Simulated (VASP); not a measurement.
A run of VASP 6.6.1 is set up as follows.

The input INCAR:

```
SYSTEM = Ir
PREC     = Accurate       ! precision mode
ENCUT    = 520            ! plane-wave cutoff, eV
EDIFF    = 1E-7           ! SCF threshold, eV
ISMEAR   = -1             ! smearing method
SIGMA    = 0.05           ! smearing width, eV
LREAL    = .FALSE.        ! projectors in reciprocal space
LASPH    = .TRUE.         ! aspherical terms in the spheres
NELM     = 80             ! most SCF steps
ALGO     = Normal         ! electronic algorithm
ISIF     = 2              ! what is computed and relaxed
LWAVE    = .FALSE.        ! write WAVECAR
LCHARG   = .FALSE.        ! write CHGCAR
GGA      = PS             ! functional
NBANDS   = 10             ! bands
```

KPOINTS

```
Automatic mesh
0
G
  12 12 12
  0 0 0
```

The input POSCAR:

```
Ir
1.0
   -0.0090280000      1.9583660000      1.9389210000
    1.8983890000      0.0228980000      1.9069950000
    1.8996790000      1.9277290000      0.0216080000
Ir
1
Direct
   -0.0023390000     -0.0031610000     -0.0142520000
```

Potentials or basis: VASP PAW PBE potentials, release 64 (Ir).

The run is started by

```console
$ cat potpaw_PBE.64/Ir/POTCAR > POTCAR
$ mpirun -np 1 vasp_std > vasp.out
```

(1) What does it give for the pressure?

(2) Predict the band gap on the k mesh.

Answers

(1) 0.7 GPa.

(2) none (metal or under the smearing width).

Caveat: the PAW data sets were made with another functional, which shifts forces and pressure a little.
